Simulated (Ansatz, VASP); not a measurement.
## Two plane-wave programs on H

```
CELL_PARAMETERS angstrom
2.61060 -2.54900 0.01710
2.56116 2.49847 0.02311
0.03175 0.00485 4.11224
ATOMIC_POSITIONS crystal
H 0.96700 0.01327 0.05644
H 0.45420 0.57213 0.40121
H 0.53697 0.44315 0.49260
H 0.07921 0.93731 0.91170
```

Change from the starting cell: kmesh displaced: [4, 4, 4] Gamma-centred.

Alike in both runs: task single point; functional PBE; k mesh 4 × 4 × 4; occupations gaussian, width 0.02 eV; no spin polarisation.

```csv
,VASP,Ansatz
version,VASP 6.6.1,Ansatz 0.2.0
potentials or method,"VASP PAW PBE potentials, release 64 (H)","scalar-relativistic, plane waves, PAW"
plane-wave cutoff (eV),520,420
valence electrons in the cell,4,4
```

Ansatz gave:

| Item | Value |
| --- | --- |
| gap on the k mesh at the Fermi level (eV) | 9.15 |
| least direct gap on the mesh (eV) | 9.52 |
| pressure (GPa) | 2.5 |
| largest component of the traceless stress (GPa) | 4.42 |
| rms of the force components (eV/Å) | 1.724 |

Estimate VASP's values.

gap on the k mesh at the Fermi level (eV): 9.15; least direct gap on the mesh (eV): 9.52; pressure (GPa): 2.3; largest component of the traceless stress (GPa): 4.45; rms of the force components (eV/Å): 1.732.

Atom by atom the forces differ by 0.008 eV/Å (rms over components).

Caveats: the k mesh is coarse (spacing up to 0.44 Å⁻¹), so the values aren't converged; forces of over 1 eV/Å show positions far from the minimum, so gaps and moduli don't describe the material at rest. A k mesh can miss the band edges.
